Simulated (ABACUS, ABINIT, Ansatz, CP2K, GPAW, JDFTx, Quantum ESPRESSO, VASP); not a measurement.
## One calculation of Hf, 9 ways

```
Hf
1.0
     3.19670    0.00000    0.00000
    -1.59835    2.76842    0.00000
     0.00000    0.00000    5.05780
Hf
2
Direct
  0.66667 0.33333 0.75000
  0.33333 0.66667 0.25000
```

Alike in all runs: task single point; functional PBE; k mesh 10 × 10 × 5; occupations fermi-dirac, width 0.05 eV; no spin polarisation; no spin-orbit coupling. Pressure is positive in compression and, in plane waves, holds the error of the finite cutoff, which Ansatz's Pulay term estimates and takes out.

| program and potentials | plane-wave cutoff (eV) | notes | pressure (GPa) |
| --- | --- | --- | --- |
| Ansatz, Ansatz PAW (earlier soft set) | 420 | 26 valence electrons an atom on average; Pulay term of +0.05 GPa included | 0.59 |
| Quantum ESPRESSO, SSSP 1.3 efficiency PBE | 816 | 12 valence electrons an atom on average | 0.65 |
| Ansatz, all-electron LAPW, scalar-relativistic | - | - | 0.61 |
| CP2K, POTENTIAL_UZH Hf GTH-PBE-q12; TZVP-MOLOPT-PBE-GTH basis | - | atomic basis; 12 valence electrons an atom on average | 0.80 |
| VASP, PBE PAW files Hf_pv, 520 eV | 520 | 10 valence electrons an atom on average | 0.15 |
| GPAW, GPAW PAW data sets (gpaw-data 1.2.1) | 600 | 12 valence electrons an atom on average | 0.91 |
| ABACUS, PseudoDojo NC SR 0.4.1 PBE standard, plane waves | 789 | 12 valence electrons an atom on average | 0.64 |
| ABINIT, JTH PAW PBE v2.0 | 517 | 12 valence electrons an atom on average | 0.49 |
| JDFTx, PseudoDojo-SR-PBE-0.5-standard | 789 | 12 valence electrons an atom on average | 0.64 |

The pressure spans 0.15 (VASP, PBE PAW files Hf_pv, 520 eV) to 0.91 GPa (GPAW, GPAW PAW data sets (gpaw-data 1.2.1)), with all-electron results at 0.61. Rows in atomic bases carry the error of their basis and grid, which can be large.

Differences between rows come from potentials, basis sets and numerical settings, since the functional is the same but for its coding. Runs on potential files found faulty are left out.
